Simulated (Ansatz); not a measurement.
Wanted: the native input for an Ansatz 0.2.0 run.

| Quantity | Value |
| --- | --- |
| Task | relaxation of cell and atoms |
| Functional | revPBE |
| Dispersion | D4 |
| Potentials or basis | Ansatz PAW |
| Cutoff | 420 eV (not typed: the program's choice for these potentials) |
| k mesh | 5 × 5 × 5 |
| Occupations | fermi-dirac, width 0.05 eV |
| Spin | no spin polarisation |

Crystal: CsSnBr3.

```
Cs Sn Br
1.0
     5.83901    0.00000    0.00000
     0.00000    5.83901    0.00000
     0.00000    0.00000    5.83901
Cs Sn Br
1 1 3
Direct
  0.00000 0.00000 0.00000
  0.50000 0.50000 0.50000
  0.00000 0.50000 0.50000
  0.50000 0.50000 0.00000
  0.50000 0.00000 0.50000
```

The cell is a database's computed one.

One way to write it, as run:

input.yaml

```yaml
crystal:
  lattice:
    - [5.83900561, 0.0, 0.0]
    - [0.0, 5.83900561, 0.0]
    - [0.0, 0.0, 5.83900561]
  atoms:
    - { symbol: Cs, position: [0.0, 0.0, 0.0] }
    - { symbol: Sn, position: [0.5, 0.5, 0.5] }
    - { symbol: Br, position: [0.0, 0.5, 0.5] }
    - { symbol: Br, position: [0.5, 0.5, 0.0] }
    - { symbol: Br, position: [0.5, 0.0, 0.5] }
hamiltonian:
  xc: revpbe
  pseudopotentials: { kind: paw }
  dispersion: d4
kpoints:
  mp_grid: { grid: [5, 5, 5] }
scf:
  occupations: { method: fermi_dirac, width: 0.05 }
output:
  forces: true
  stress: true
relax:
  f_tol: 0.01
  max_steps: 40
  cell: { stress_tol: 0.05 }
```

Potentials or basis: Ansatz PAW.

Launch:

```sh
$ ansatz run input.yaml --threads 2 --pin off --max-ram 5632MiB --backend cpu --events-out ev --progress --plain --runs-dir out
```

Results of the run:

* Relaxed volume: 40.21 Å³/atom
* Relaxed cell: a = 5.858 Å, b = 5.858 Å, c = 5.858 Å, α = 90.00°, β = 90.00°, γ = 90.00°
* Space group after relaxing (to 0.05 Å): Pm-3m (No. 221)
* Energy gained by relaxing: 0.2 meV/atom
* Ionic steps: 4
* Pressure after relaxing: 0.0 GPa
* Band gap on the k mesh: 1.92 eV

Caveat: odd divisions of the mesh miss points on the zone boundary, where band edges often lie, so the gap on the mesh can be too wide; the plane-wave basis is chosen anew once the cell has moved, so the energies of steps on either side of that aren't comparable; spin-orbit coupling is left out, which moves the levels of the heavy elements; the PAW data sets come from PBE, with cores solved anew for the run's functional, which leaves a small shift of forces and pressure.

It took 3.7 s on 2 threads of Intel(R) Xeon(R) 6975P-C (Granite Rapids), on a shared host, peak memory 0.52 GiB.
